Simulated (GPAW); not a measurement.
An input for GPAW 26.7.0 (Hg):

Contents of run.py:

```python
import numpy as np
from ase.constraints import FixAtoms
from ase.io import read, write
from ase.optimize import FIRE
from gpaw import GPAW

atoms = read('POSCAR')
atoms.pbc = (True, True, False)
atoms.set_constraint(FixAtoms([0, 1]))

calc = GPAW(mode='fd',
            h=0.16,
            xc={'name': 'optB88-vdW', 'backend': 'libvdwxc'},
            kpts={'size': (5, 5, 1), 'gamma': True},
            occupations={'name': 'fermi-dirac', 'width': 0.05},
            nbands=38,
            convergence={'density': 1e-05, 'energy': 1e-05},
            charge=3,
            maxiter=100,
            legacy_gpaw=True,
            poissonsolver={'dipolelayer': 'xy'},
            symmetry={'extra_ids': [1, 1, 0, 0]},
            txt='gpaw.txt')
atoms.calc = calc
opt = FIRE(atoms, trajectory='relax.traj', logfile='-')
done = opt.run(fmax=0.01, steps=30)
calc.write('gs.gpw')
write('result.traj', atoms)
print('Converged:', done)
print('Cell:', atoms.cell.cellpar().round(4))
print('Volume:', round(atoms.get_volume(), 4))
print(atoms.get_scaled_positions().round(5))

v = calc.get_electrostatic_potential().mean(axis=(0, 1))
z = np.arange(len(v)) * atoms.cell[2, 2] / len(v)
ef = calc.get_fermi_level()
np.savetxt('planar.dat', np.c_[z, v], fmt='%.4f')
below, above = np.interp([1.5, atoms.cell[2, 2] - 1.5], z, v) - ef
print(f'Work functions: bottom {below:.4f} eV, top {above:.4f} eV')
print('Dipole moment:', *calc.get_dipole_moment().round(5), 'e A')
```

POSCAR

```
Hg
1.0
    3.4373548965      0.0000000000      0.0000000000
   -1.5474517609      3.0693324571      0.0000000000
    0.0000000000      0.0000000000     23.7809722169
Hg
4
Direct
    0.5000000000      0.5000000000      0.3153781911
    0.0000000000      0.0000000000      0.4384593970
    0.5000000000      0.5000000000      0.5615406030
    0.0000000000      0.0000000000      0.6846218089
```

Potentials or basis: GPAW PAW data sets (gpaw-data 1.2.1), fd.

Command:

```console
$ OMP_NUM_THREADS=1 python run.py
```

Q: How does this run end?

A: The run stopped without a result. It printed:

gpaw.txt:

```text
___ ___ ___ _ _ _
 |   |   |_  | | | |
 | | | | | . | | | |
 |__ |  _|___|_____|  26.7.0
 |___|_|

Arch:   aarch64
Pid:    4241
CWD:    <dir>
units:  Angstrom and eV
cores:  1
OpenMP: False

Versions:
  Python: 3.12.14
  ASE:    3.29.0
  Numpy:  2.5.5
  Scipy:  1.18.1
  Libxc:  7.0.0

Paths:
  gpaw:  <dir>
  _gpaw: <dir>
        _gpaw.cpython-312-aarch64-linux-gnu.so
  ase:   <dir>
  numpy: <dir>
  scipy: <dir>

Git-hashes:

OMP_NUM_THREADS: 1
```

On the terminal:

```text
Traceback (most recent call last):
  File "run.py", line 11, in <module>
  File "__init__.py", line 240, in GPAW
  File "dft.py", line 1165, in GPAW
  File "mpi.py", line 914, in wrapper
  File "old/calculator.py", line 164, in __init__
  File "calculator.py", line 674, in __init__
  File "old/calculator.py", line 626, in set
TypeError: Unknown subkeyword "extra_ids" of keyword "symmetry".  Must be one of: point_group, time_reversal, symmorphic, tolerance, do_not_symmetrize_the_density
```
